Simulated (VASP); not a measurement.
**GaSb in VASP 6.6.1, relaxation**

INCAR

```
NSW = 40
LASPH = .TRUE.
EDIFFG = -5E-3
PREC = Accurate
IBRION = 2
ISIF = 3
ENCUT = 600
NELM = 120
LCHARG = .FALSE.
LREAL = .FALSE.
EDIFF = 1E-7
GGA = PS
NBANDS = 16
ISMEAR = -4
SIGMA = 0.5
LWAVE = .FALSE.
```

KPOINTS

```
KPOINTS created by Atomic Simulation Environment
0
Gamma
6 6 6
0 0 0
```

POSCAR

```
Ga Sb
 1.0000000000000000
    -0.0000000000000000    3.1090646161194466    3.1090646161194466
     3.1090646161194466    0.0000000000000000    3.1090646161194466
     3.1090646161194466    3.1090646161194466    0.0000000000000000
 Ga  Sb
   1   1
Cartesian
  0.0000000000000000  0.0000000000000000  0.0000000000000000
  1.5545323080597233  1.5545323080597233  1.5545323080597233
```

The recommended PBE PAW datasets give the neutral cell 18 valence electrons.

Command

```
mpirun -np 1 vasp_std
```

OSZICAR

```
N       E                     dE             d eps       ncg     rms          rms(c)
DAV:   1     0.837416410374E+02    0.83742E+02   -0.91769E+03   520   0.147E+03
DAV:   2    -0.135948982391E+01   -0.85101E+02   -0.81931E+02   608   0.319E+02
DAV:   3    -0.806506172592E+01   -0.67056E+01   -0.66898E+01   608   0.665E+01
DAV:   4    -0.819053660925E+01   -0.12547E+00   -0.12545E+00   680   0.101E+01
DAV:   5    -0.819355563979E+01   -0.30190E-02   -0.30190E-02   624   0.138E+00    0.295E+00
DAV:   6    -0.812438099679E+01    0.69175E-01   -0.84468E-02   736   0.478E+00    0.172E+00
DAV:   7    -0.810105054587E+01    0.23330E-01   -0.38549E-02   624   0.174E+00    0.362E-01
DAV:   8    -0.810106704981E+01   -0.16504E-04   -0.47338E-03   688   0.791E-01    0.879E-02
DAV:   9    -0.810138727134E+01   -0.32022E-03   -0.46450E-04   552   0.169E-01    0.321E-02
DAV:  10    -0.810138926430E+01   -0.19930E-05   -0.21910E-05   672   0.386E-02    0.789E-03
...
DAV:   8    -0.812191263669E+01   -0.67100E-07   -0.24416E-08   456   0.120E-03
   3 F= -.81219126E+01 E0= -.81219126E+01  d E =-.205129E-01
       N       E                     dE             d eps       ncg     rms          rms(c)
DAV:   1    -0.812265544712E+01   -0.74288E-03   -0.87979E-03   664   0.148E+00    0.152E-01
DAV:   2    -0.812210197584E+01    0.55347E-03   -0.95654E-04   640   0.558E-01    0.695E-02
DAV:   3    -0.812196427527E+01    0.13770E-03   -0.14133E-04   672   0.184E-01    0.158E-02
DAV:   4    -0.812194931521E+01    0.14960E-04   -0.15897E-05   624   0.502E-02    0.535E-03
DAV:   5    -0.812194781097E+01    0.15042E-05   -0.10566E-06   608   0.120E-02    0.137E-03
DAV:   6    -0.812194778048E+01    0.30495E-07   -0.20257E-07   472   0.735E-03
   4 F= -.81219478E+01 E0= -.81219478E+01  d E =-.205481E-01
```

From OUTCAR

```
k-points           NKPTS =     16   k-points in BZ     NKDIM =     16   number of bands    NBANDS=     16

   NELECT =      18.0000    total number of electrons

   dimension x,y,z NGX =    36 NGY =   36 NGZ =   36
   dimension x,y,z NGXF=    72 NGYF=   72 NGZF=   72

  energy-cutoff  :      600.00
  volume of cell :       57.29
      direct lattice vectors                 reciprocal lattice vectors
    -0.000000000  3.059747487  3.059747487    -0.163412178  0.163412178  0.163412178
     3.059747487 -0.000000000  3.059747487     0.163412178 -0.163412178  0.163412178
     3.059747487  3.059747487  0.000000000     0.163412178  0.163412178 -0.163412178

 k-points in reciprocal lattice and weights: KPOINTS created by Atomic Simulation Env
   0.00000000  0.00000000  0.00000000       0.005
   0.16666667  0.00000000  0.00000000       0.037
   0.33333333  0.00000000  0.00000000       0.037
   0.50000000  0.00000000  0.00000000       0.019
   0.16666667  0.16666667  0.00000000       0.028
   0.33333333  0.16666667  0.00000000       0.111
   0.50000000  0.16666667  0.00000000       0.111
  -0.33333333  0.16666667  0.00000000       0.111
   ...

 E-fermi :   4.7322

 k-point     1 :       0.0000    0.0000    0.0000
  band No.  band energies     occupation
      1     -10.2700      2.00000
      2     -10.2700      2.00000
      3     -10.2700      2.00000
      4     -10.2200      2.00000
      5     -10.2200      2.00000
      6      -6.7674      2.00000
      7       4.7160      2.00000
      8       4.7317      2.00000
      9       4.7317      2.00000
     10       4.7317      0.00000
     11       7.4847      0.00000
     12       7.4847      0.00000
     13       7.4847      0.00000
     14      10.3559      0.00000
     15      13.3262      0.00000
     16      13.3262      0.00000

 k-point     2 :       0.1667    0.0000    0.0000
  band No.  band energies     occupation
      1     -10.2772      2.00000
      2     -10.2669      2.00000
      3     -10.2669      2.00000
      4     -10.2203      2.00000
      5     -10.2203      2.00000
      6      -6.4849      2.00000
      7       2.0050      2.00000
      8       4.3267      2.00000
      9       4.3267      2.00000
     10       5.6995      0.00000
     11       8.0275      0.00000
     12       8.0275      0.00000
     13       8.6299      0.00000
     14      11.6269      0.00000
     15      12.2936      0.00000
     16      12.2936      0.00000

 k-point     3 :       0.3333    0.0000    0.0000
  band No.  band energies     occupation
      1     -10.2913      2.00000
      2     -10.2615      2.00000
      3     -10.2615      2.00000
      4     -10.2202      2.00000
      5     -10.2202      2.00000
      6      -5.7314      2.00000
      7      -0.4695      2.00000
      8       3.7823      2.00000
      9       3.7823      2.00000
     10       5.2674      0.00000
     11       8.4675      0.00000
     12       8.4675      0.00000
     13      11.0823      0.00000
     14      11.6292      0.00000
     15      12.7979      0.00000
     16      12.7979      0.00000

 ...

  Total        0.0049794      0.0049794      0.0049794      0.0000000      0.0000000      0.0000000
  in kB        0.1392514      0.1392514      0.1392514      0.0000000      0.0000000      0.0000000
  external PRESSURE =       0.1392514 kB  Pullay stress =       0.0000000 kB

 POSITION                                       TOTAL-FORCE (eV/Angst)
 -----------------------------------------------------------------------------------
      0.00000      0.00000      0.00000         0.000000      0.000000      0.000000
      1.52987      1.52987      1.52987        -0.000000     -0.000000     -0.000000
 -----------------------------------------------------------------------------------
    total drift:                                0.000000      0.000000      0.000000

  FREE ENERGIE OF THE ION-ELECTRON SYSTEM (eV)
  ---------------------------------------------------
  free  energy   TOTEN  =        -8.1219477805 eV

  energy  without entropy=       -8.1219477805  energy(sigma->0) =       -8.12194778
```

| ionic step | ΔE (meV/atom) | volume (Å³) | largest force (eV/Å) | pressure (GPa) | electronic steps |
| --- | --- | --- | --- | --- | --- |
| 1 | 0.0 | 60.11 | 0.000 | -2.22 | 13 |
| 2 | -9.9 | 56.55 | 0.000 | 0.50 | 9 |
| 3 | -10.3 | 57.17 | 0.000 | 0.10 | 8 |
| 4 | -10.3 | 57.29 | 0.000 | 0.01 | 6 |

It converged. Results: relaxed cell vector lengths 4.327, 4.327, 4.327 Å; relaxed cell volume 57.29 Å³.

For comparison, a separate PBEsol relaxation on usual settings, not on those above, ends at 57.26 Å³.

The run above took about 89 s on one core of a shared host (Intel Xeon Platinum 8488C) and held 0.21 GiB at most.
